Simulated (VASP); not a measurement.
Here is a VASP 6.6.1 calculation.

The input INCAR:

```
PREC     = Accurate       # precision mode
ENCUT    = 520            # plane-wave cutoff, eV
EDIFF    = 1E-7           # SCF threshold, eV
ISMEAR   = 0              # smearing method
SIGMA    = 0.026000000000000002 # smearing width, eV
LREAL    = F              # projectors in reciprocal space
LASPH    = T              # aspherical terms in the spheres
NELM     = 60             # most SCF steps
ALGO     = Normal         # electronic algorithm
ISIF     = 2              # what is computed and relaxed
LWAVE    = F              # write WAVECAR
LCHARG   = F              # write CHGCAR
GGA      = PE             # functional
```

The input KPOINTS:

```
Automatic mesh
0
Gamma
  7 7 7
```

Contents of POSCAR:

```
ScAl3
1.0
    4.0878065700      0.0000000000      0.0000000000
    0.0000000000      4.0878065700      0.0000000000
    0.0000000000      0.0000000000      4.0878065700
Sc Al
1 3
Direct
    0.0000000000      0.0000000000      0.0000000000
    0.5000000000      0.5000000000      0.0000000000
    0.0000000000      0.5000000000      0.5000000000
    0.5000000000      0.0000000000      0.5000000000
```

Potentials or basis: VASP PAW PBE potentials, release 64 (Sc_sv, Al).

Command:

```console
$ cat potpaw_PBE.64/Sc_sv/POTCAR potpaw_PBE.64/Al/POTCAR > POTCAR
$ mpirun -np 1 vasp_std > vasp.out
```

(1) What does it give for the pressure?

(2) Estimate the band gap on the k mesh.

## Answers

(1) 1.1 GPa.

(2) none (metal or under the smearing width).
